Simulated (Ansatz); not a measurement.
The system is I.

```
CELL_PARAMETERS angstrom
0.00000 2.36560 3.90984
2.19225 0.00000 3.90984
2.19225 2.36560 0.00000
ATOMIC_POSITIONS crystal
I 0.00000 0.00000 0.00000
```

```yaml
Program: Ansatz 0.2.0
Task: relaxation of cell and atoms
Functional: RPBE
Dispersion: D4
Potentials_or_basis: Ansatz PAW
Cutoff: "420 eV (not typed: the program's choice for these potentials)"
k_mesh: 9 × 9 × 9
Occupations: fermi-dirac, width 0.05 eV
Spin: no spin polarisation
```

At the start: volume 40.55 Å³/atom.

Where does the relaxation end?

It ends after 9 steps and the volume is 35.19 Å³/atom (-13.2 %); space group I4/mmm (No. 139, to 0.05 Å).

The path:
| step | energy change (eV) | largest force (eV/Å) | volume (Å³) |
| --- | --- | --- | --- |
| 1 | 0.0000 | 0.0000 | 40.55 |
| 2 | -0.0145 | 0.0000 | 38.57 |
| 3 | -0.0277 | 0.0000 | 36.31 |
| 4 | -0.0290 | 0.0000 | 34.59 |
| 5 | -0.0310 | 0.0000 | 34.97 |
| 6 | -0.0313 | 0.0000 | 35.23 |
| 7 | -0.0314 | 0.0000 | 35.23 |
| 8 | -0.0314 | 0.0000 | 35.19 |
| 9 | -0.0310 | 0.0000 | 35.19 |

Final structure:
```
CELL_PARAMETERS angstrom
0.00000 2.25486 3.46367
2.25282 0.00000 3.46367
2.25282 2.25486 0.00000
ATOMIC_POSITIONS crystal
I 0.00000 0.00000 0.00000
```

Caveat: the plane-wave basis is chosen anew once the cell has moved, so the energies of steps on either side of that aren't comparable; an odd number of electrons without spin polarisation forces a metal; a magnetic or distorted state may lie lower; pairwise dispersion overbinds metals, which lowers pressure and volume; the PAW data sets come from PBE, with cores solved anew for the run's functional, which leaves a small shift of forces and pressure.
